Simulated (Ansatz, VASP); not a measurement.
Two plane-wave programs on Pt

POSCAR

```
Pt
1.0
   -1.5704377197      1.5704377197      1.5704377197
    1.5704377197     -1.5704377197      1.5704377197
    1.5704377197      1.5704377197     -1.5704377197
Pt
1
Direct
    0.0000000000      0.0000000000      0.0000000000
```

File INCAR.step1:

```
ALGO = Normal ; EDIFF = 1E-4
ENCUT = 520 ; GGA = PE
ISMEAR = -1 ; LASPH = True
LCHARG = False ; LREAL = False
LWAVE = True ; NBANDS = 11
NELM = 60 ; PREC = Accurate
SIGMA = 0.1
```

INCAR.step2

```
ALGO = Normal ; EDIFF = 1E-7
ENCUT = 520 ; ISIF = 2
ISMEAR = -1 ; ISTART = 1
LASPH = True ; LCHARG = False
LMIXTAU = True ; LREAL = False
LWAVE = False ; METAGGA = R2SCAN
NBANDS = 11 ; NELM = 60
PREC = Accurate ; SIGMA = 0.1
```

File KPOINTS:

```
k-points
0
Gamma
  16 16 16
```

Input for Ansatz:

```yaml
crystal:
  lattice:
    - [-1.5704377197, 1.5704377197, 1.5704377197]
    - [1.5704377197, -1.5704377197, 1.5704377197]
    - [1.5704377197, 1.5704377197, -1.5704377197]
  atoms:
    - { symbol: Pt, position: [0.0, 0.0, 0.0] }
hamiltonian:
  xc: r2scan
  pseudopotentials:
    kind: paw
    azcp:
      Pt: "pseudopotentials/Pt.paw.azcp"
basis:
  ecutwfc: 500
  fft_grid_basis: typed
kpoints:
  mp_grid: { grid: [16, 16, 16], shift: [0, 0, 0] }
magnetization:
  spin_polarized: false
scf:
  occupations: { method: fermi_dirac, width: 0.1 }
  lower_state_search: "off"
output:
  stress: true
  write_density: true
  write_potential: true
  elf: true
  volumetric_format: npy
```

Alike in both runs: task single point; functional r2SCAN; k mesh 16 × 16 × 16; occupations fermi-dirac, width 0.1 eV; no spin polarisation.

|  | VASP | Ansatz |
| --- | --- | --- |
| version | VASP 6.6.1 | Ansatz 0.2.0 |
| potentials or method | VASP PAW PBE potentials, release 64 (Pt) | plane waves (500 eV) with PAW, scalar-relativistic |
| plane-wave cutoff (eV) | 520 | 500 |
| valence electrons in the cell | 10 | 18 |

VASP gave:

- pressure (GPa): 0.7

Q: What did Ansatz give for the same quantities?

A: Pressure (GPa): 0.0.

The two sets of potentials don't hold the same shells in valence.

Caveats: the PAW data sets were made with another functional, which shifts forces and pressure a little (VASP). Spin-orbit coupling is left out, which matters for the levels of Pt.
